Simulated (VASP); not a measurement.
# W (P6_3mc) in VASP: a series of runs

The runs below take W through relaxation of cell and atoms, single point, with PBE.

Program: VASP 6.6.1. These are calculated values, not measurements. Logs are shortened: lines on timing, memory, paths and dates and some standing lists are left out, and cuts for length are marked.

### 1 Starting point

It takes space group P6_3mc (No. 186, hexagonal). The conventional cell has a = 3.078 Å, b = 3.078 Å, c = 8.462 Å, α = 90.00°, β = 90.00°, γ = 120.00°. W (site symmetry 3m) has 3 W at 1.78 Å as nearest neighbours. Around W (site symmetry 3m) lie 3 W at 1.78 Å.

The cell was built by a generator and needn't be a form met in nature.

### 2 Relaxation of cell and atoms, PBE

The input, INCAR:

```
SYSTEM = W
PREC     = Accurate       ! precision mode
ENCUT    = 600            ! plane-wave cutoff, eV
EDIFF    = 1E-6           ! SCF threshold, eV
ISMEAR   = 0              ! smearing method
SIGMA    = 0.1            ! smearing width, eV
LREAL    = .FALSE.        ! projectors in reciprocal space
LASPH    = .TRUE.         ! aspherical terms in the spheres
NELM     = 80             ! most SCF steps
ALGO     = Normal         ! electronic algorithm
ISIF     = 3              ! what is computed and relaxed
LWAVE    = .FALSE.        ! write WAVECAR
LCHARG   = .FALSE.        ! write CHGCAR
GGA      = PE             ! functional
IBRION   = 2              ! ionic algorithm
NSW      = 90             ! ionic steps
EDIFFG   = -0.04          ! ionic threshold
```

The input, KPOINTS:

```
Automatic mesh
0
G
  6 6 2
  0 0 0
```

The input, POSCAR:

```
W
1.0
    3.0782274723      0.0000000000      0.0000000000
   -1.5391137362      2.6658231896      0.0000000000
    0.0000000000      0.0000000000      8.4620140095
W
4
Direct
    0.0000000000      0.0000000000      0.0000000000
    0.0000000000      0.0000000000      0.5000000000
    0.3333333333      0.6666666667      0.0050000000
    0.6666666667      0.3333333333      0.5050000000
```

Potentials or basis: VASP PAW PBE potentials, release 64 (W_sv).

Started as:

```
$ cat potpaw_PBE.64/W_sv/POTCAR > POTCAR
$ mpirun -np 1 vasp_std > vasp.out
```

OUTCAR:

```text
SYSTEM = W
   PREC = Accurate
   ENCUT = 600
   EDIFF = 1E-6
   ISMEAR = 0
   LREAL = .FALSE.
   LASPH = .TRUE.
   NELM = 80
   ISIF = 3
   GGA = PE
   IBRION = 2
   NSW = 90
   EDIFFG = -0.04

 ion  position               nearest neighbor table
   1  0.000  0.000  0.000-   3 1.78   3 1.78   3 1.78
   2  0.000  0.000  0.500-   4 1.78   4 1.78   4 1.78
   3  0.333  0.667  0.005-   1 1.78   1 1.78   1 1.78
   4  0.667  0.333  0.505-   2 1.78   2 1.78   2 1.78

  LATTYP: Found a hexagonal cell.
 ALAT       =     3.0782274723
 C/A-ratio  =     2.7489891782

  Lattice vectors:

 A1 = (   3.0782274723,   0.0000000000,   0.0000000000)
 A2 = (  -1.5391137362,   2.6658231896,   0.0000000000)
 A3 = (   0.0000000000,   0.0000000000,   8.4620140095)

Analysis of symmetry for initial positions (statically):
=====================================================================
 Subroutine PRICEL returns:
 Original cell was already a primitive cell.

 Routine SETGRP: Setting up the symmetry group for a
 hexagonal supercell.

 Subroutine GETGRP returns: Found 12 space group operations
 (whereof  6 operations were pure point group operations)
 out of a pool of 24 trial point group operations.

The static configuration has the point symmetry C_3v.
 The point group associated with its full space group is C_6v.

Analysis of symmetry for dynamics (positions and initial velocities):
=====================================================================
 Subroutine PRICEL returns:
 Original cell was already a primitive cell.

 Routine SETGRP: Setting up the symmetry group for a
 hexagonal supercell.

 Subroutine GETGRP returns: Found 12 space group operations
 (whereof  6 operations were pure point group operations)
 out of a pool of 24 trial point group operations.

The dynamic configuration has the point symmetry C_3v.
 The point group associated with its full space group is C_6v.

 Subroutine INISYM returns: Found 12 space group operations
 (whereof  6 operations are pure point group operations),
 and found     1 'primitive' translations

----------------------------------------------------------------------------------------

                                     Primitive cell

  volume of cell :      69.4394

  direct lattice vectors                    reciprocal lattice vectors
     3.078227472  0.000000000  0.000000000     0.324862282  0.187559326  0.000000000
    -1.539113736  2.665823190  0.000000000     0.000000000  0.375118651  0.000000000
     0.000000000  0.000000000  8.462014010     0.000000000  0.000000000  0.118175177

  length of vectors
     3.078227472  3.078227472  8.462014010     0.375118651  0.375118651  0.118175177

  position of ions in fractional coordinates (direct lattice)
     0.000000000  0.000000000  0.000000000
     0.000000000  0.000000000  0.500000000
     0.333333333  0.666666667  0.005000000
     0.666666667  0.333333333  0.505000000

  ion indices of the primitive-cell ions
   primitive index   ion index
                 1           1
                 2           2
                 3           3
                 4           4

----------------------------------------------------------------------------------------

 KPOINTS: Automatic mesh

Automatic generation of k-mesh.
 Grid dimensions read from file:
 generate k-points for:    6    6    2

 Generating k-lattice:

  Cartesian coordinates                     Fractional coordinates (reciprocal lattice)
     0.054143714  0.031259888  0.000000000     0.166666667  0.000000000  0.000000000
     0.000000000  0.062519775  0.000000000     0.000000000  0.166666667  0.000000000
     0.000000000  0.000000000  0.059087588     0.000000000  0.000000000  0.500000000

  Length of vectors
     0.062519775  0.062519775  0.059087588

  Shift w.r.t. Gamma in fractional coordinates (k-lattice)
     0.000000000  0.000000000  0.000000000

 Subroutine IBZKPT returns following result:
 ===========================================

 Found     14 irreducible k-points:

 Following reciprocal coordinates:
            Coordinates               Weight
  0.000000  0.000000  0.000000      1.000000
  0.166667  0.000000  0.000000      6.000000
  0.333333  0.000000  0.000000      6.000000
  0.500000  0.000000  0.000000      3.000000
  0.166667  0.166667  0.000000      6.000000
  0.333333  0.166667  0.000000     12.000000
  0.333333  0.333333  0.000000      2.000000
  0.000000  0.000000  0.500000      1.000000
  0.166667  0.000000  0.500000      6.000000
  0.333333  0.000000  0.500000      6.000000
  0.500000  0.000000  0.500000      3.000000
  0.166667  0.166667  0.500000      6.000000
  0.333333  0.166667  0.500000     12.000000
  0.333333  0.333333  0.500000      2.000000
   k-points           NKPTS =     14   k-points in BZ     NKDIM =     14   number of bands    NBANDS=     33
   number of dos      NEDOS =    301   number of ions     NIONS =      4
   total plane-waves  NPLWV =  54880
   dimension x,y,z NGX =    28 NGY =   28 NGZ =   70
   dimension x,y,z NGXF=    56 NGYF=   56 NGZF=  140
   ions per type =               4
   NGX,Y,Z   is equivalent  to a cutoff of  15.12, 15.12, 13.75 a.u.
   NGXF,Y,Z  is equivalent  to a cutoff of  30.24, 30.24, 27.50 a.u.
 SYSTEM =  W
   PREC   = accura    normal or accurate (medium, high low for compatibility)
   ISTART =      0    job   : 0-new  1-cont  2-samecut
   ICHARG =      2    charge: 1-file 2-atom 10-const
   ISPIN  =      1    spin polarized calculation?
   LNONCOLLINEAR =      F non collinear calculations
   LSORBIT =      F    spin-orbit coupling
   LASPH  =      T    aspherical Exc in radial PAW
   ENCUT  =  600.0 eV  44.10 Ry    6.64 a.u.   6.15  6.15 16.90*2*pi/ulx,y,z
   NELM   =     80;   NELMIN=  2; NELMDL= -5     # of ELM steps
   EDIFF  = 0.1E-05   stopping-criterion for ELM
   LREAL  =      F    real-space projection
   EDIFFG = -.4E-01   stopping-criterion for IOM
   NSW    =     90    number of steps for IOM
   IBRION =      2    ionic relax: 0-MD 1-quasi-New 2-CG
   NFREE  =      1    steps in history (QN), initial steepest desc. (CG)
   ISIF   =      3    stress and relaxation
   ISYM   =      2    0-nonsym 1-usesym 2-fastsym
   POTIM  = 0.5000    time-step for ionic-motion
   TEBEG  =    0.0;   TEEND  =   0.0 temperature during run
   PSTRESS=    0.0 pullay stress
   NELECT =      56.0000    total number of electrons
   NUPDOWN=      -1.0000    fix difference up-down
   EMIN   =  10.00;   EMAX   =-10.00  energy-range for DOS
   EFERMI =   0.00;   METHOD = LEGACY
   ISMEAR =     0;   SIGMA  =   0.10  broadening in eV -4-tet -1-fermi 0-gaus
   EFERMI_NEDOS =   21; number of points for ismear=-14 and -15
   IALGO  =     38    algorithm
   IMIX   =      4    mixing-type and parameters
     AMIX     =   0.40;   BMIX     =  1.00
     AMIX_MAG =   1.60;   BMIX_MAG =  1.00
  volume/ion in A,a.u.               =      17.36       117.15
  Fermi-wavevector in a.u.,A,eV,Ry     =   1.523827  2.879615 31.593378  2.322048
  Thomas-Fermi vector in A             =   2.632217
   LORBIT       =      0    0 simple, 1 ext, 2 COOP (PROOUT), +10 PAW based schemes
   GGA     = PE    functional components
   LHFCALC =     F    Hartree Fock is set to
   AEXX    =    0.0000 exact exchange contribution
   IVDW    =     0    specifies the selected vdW correction
   LEPSILON=     F    determine dielectric tensor
   LRPA    =     F    only Hartree local field effects (RPA)
 conjugate gradient relaxation of ions
 non-spin polarized calculation
 Gauss-broadening in eV      SIGMA  =   0.10
  energy-cutoff  :      600.00
  volume of cell :       69.44
 maximum number of plane-waves:      2350
 NGX is ok and might be reduce to    28
   NGX = 13   NGY = 13   NGZ = 33

--------------------------------------- Ionic step        1  -------------------------------------------

 number of electron      55.9999999 magnetization

 Free energy of the ion-electron system (eV)
  ---------------------------------------------------
  ext. energy  EPLUGINS =         0.00000000
  ---------------------------------------------------
  free energy    TOTEN  =        14.42666491 eV

  energy without entropy =       14.47852677  energy(sigma->0) =       14.45259584

------------------------ aborting loop because EDIFF is reached ----------------------------------------

  FORCE on cell =-STRESS in cart. coord.  units (eV):
  Direction    XX          YY          ZZ          XY          YZ          ZX
  --------------------------------------------------------------------------------------
  -------------------------------------------------------------------------------------
  Total      222.4217331    222.4217331     -2.7773898     -0.0000000      0.0000000      0.0000000
  in kB     5131.9452141   5131.9452139    -64.0828217     -0.0000001      0.0000000      0.0000000
  external PRESSURE =    3399.9358688 kB  Pullay stress =       0.0000000 kB
[... 1631 lines left out ...]
     32      16.1807      0.00000
     33      16.8896      0.00000

[... ionic steps 4 to 16 ...]

--------------------------------------- Ionic step       17  -------------------------------------------

 number of electron      55.9999993 magnetization

------------------------ aborting loop because EDIFF is reached ----------------------------------------

  FORCE on cell =-STRESS in cart. coord.  units (eV):
  Direction    XX          YY          ZZ          XY          YZ          ZX
  --------------------------------------------------------------------------------------
  -------------------------------------------------------------------------------------
  Total        2.0709738      2.0709738      3.0297022     -0.0000000     -0.0000000      0.0000000
  in kB       41.5052600     41.5052600     60.7195404     -0.0000000     -0.0000000      0.0000000
  external PRESSURE =      47.9100202 kB  Pullay stress =       0.0000000 kB
[... 61 lines left out ...]
  energy  without entropy=      -44.8768794623  energy(sigma->0) =      -44.87960250

--------------------------------------- Ionic step       19  -------------------------------------------

 number of electron      55.9999995 magnetization

 Free energy of the ion-electron system (eV)
  ---------------------------------------------------
  ext. energy  EPLUGINS =         0.00000000
  ---------------------------------------------------
  free energy    TOTEN  =       -44.94727647 eV

  energy without entropy =      -44.94128482  energy(sigma->0) =      -44.94428065

 E-fermi :   7.6290     XC(G=0): -11.9442

 val. band max:        7.5108906190   @ k =   0.1667   0.0000   0.0000
 cond. band min:       7.6757266691   @ k =   0.3333   0.0000   0.0000
 fundamental gap:      0.1648360501
 Fermi energy:         7.6289996248

 k-point     1 :       0.0000    0.0000    0.0000
  band No.  band energies     occupation
      1     -66.2872      2.00000
      2     -66.2744      2.00000
      3     -65.7227      2.00000
      4     -65.5722      2.00000
      5     -31.1366      2.00000
      6     -30.8590      2.00000
[... 524 lines left out ...]
  FREE ENERGIE OF THE ION-ELECTRON SYSTEM (eV)
  ---------------------------------------------------
  free  energy   TOTEN  =       -44.9472764714 eV

  energy  without entropy=      -44.9412848196  energy(sigma->0) =      -44.94428065

 reached required accuracy - stopping structural energy minimisation
```

Run time: 11 min. Hardware: 1 thread of Intel Xeon Platinum 8488C (Sapphire Rapids), shared host; peak memory 0.25 GiB.

Results:

| Item | Value |
| --- | --- |
| Free energy | -44.9473 eV |
| Relaxed volume | 20.51 Å³/atom |
| Relaxed cell | a = 4.331 Å, b = 4.331 Å, c = 5.051 Å, α = 90.00°, β = 90.00°, γ = 120.00° |
| Space group after relaxing (to 0.05 Å) | P6_3/mmc (No. 194) |
| Energy gained by relaxing | 14843.5 meV/atom |
| Ionic steps | 19 |
| Pressure after relaxing | 0.1 GPa |
| Largest force after relaxing | 0.005 eV/Å |
| Band gap on the k mesh | none (metal or under the smearing width) |

Forces on the atoms (eV/Å):
```
W    0.000  0.000  0.005
W    0.000  0.000  0.005
W    0.000  0.000 -0.005
W    0.000  0.000 -0.005
```

Stress tensor (GPa, compression positive):
```
 0.22  0.00  0.00
 0.00  0.22  0.00
 0.00  0.00 -0.28
```

Step by step:
| step | energy change (eV) | largest force (eV/Å) | pressure (GPa) | volume (Å³) |
| --- | --- | --- | --- | --- |
| 1 | 0.0000 | 0.8521 | 339.99 | 69.44 |
| 2 | 624.1668 | 0.0351 | -184.63 | 910.14 |
| 3 | -51.9628 | 0.4835 | -1.88 | 124.60 |
| 4 | -51.9886 | 0.4743 | -3.18 | 125.86 |
| 5 | -52.0000 | 0.4636 | -4.67 | 127.40 |
| 6 | 17.7586 | 0.0491 | -55.31 | 432.62 |
| 7 | -51.9939 | 0.4498 | -5.87 | 128.74 |
| 8 | -53.6858 | 0.1083 | -8.32 | 114.74 |
| 9 | -57.0130 | 0.1202 | -8.26 | 94.72 |
| 10 | -32.8906 | 0.2166 | 256.60 | 53.80 |
| 11 | -57.5751 | 0.0639 | -6.76 | 91.58 |
| 12 | -58.5065 | 0.0073 | 26.23 | 72.81 |
| 13 | -58.9891 | 0.0153 | 2.21 | 82.73 |
| 14 | -59.1015 | 0.0001 | 15.64 | 76.12 |
| 15 | -59.2235 | 0.0072 | 8.42 | 79.12 |
| 16 | -57.8678 | 0.0188 | -0.45 | 82.34 |
| 17 | -59.3408 | 0.0038 | 4.79 | 79.94 |
| 18 | -59.3090 | 0.0056 | -5.76 | 85.13 |
| 19 | -59.3739 | 0.0046 | 0.05 | 82.05 |

Final structure:
```
CELL_PARAMETERS angstrom
4.33110 0.00000 0.00000
-2.16555 3.75085 0.00000
0.00000 0.00000 5.05072
ATOMIC_POSITIONS crystal
W 0.00000 0.00000 0.00205
W 0.00000 0.00000 0.50205
W 0.33333 0.66667 0.00295
W 0.66667 0.33333 0.50295
```

Caveat: the k mesh is coarse (spacing up to 0.39 Å⁻¹), so the values aren't converged; the volume moved by over 15 % at a fixed basis, so the end points are rough. The run has no spin-orbit coupling, so splittings on W are missing.

(Part 1 of 2 ends here.)
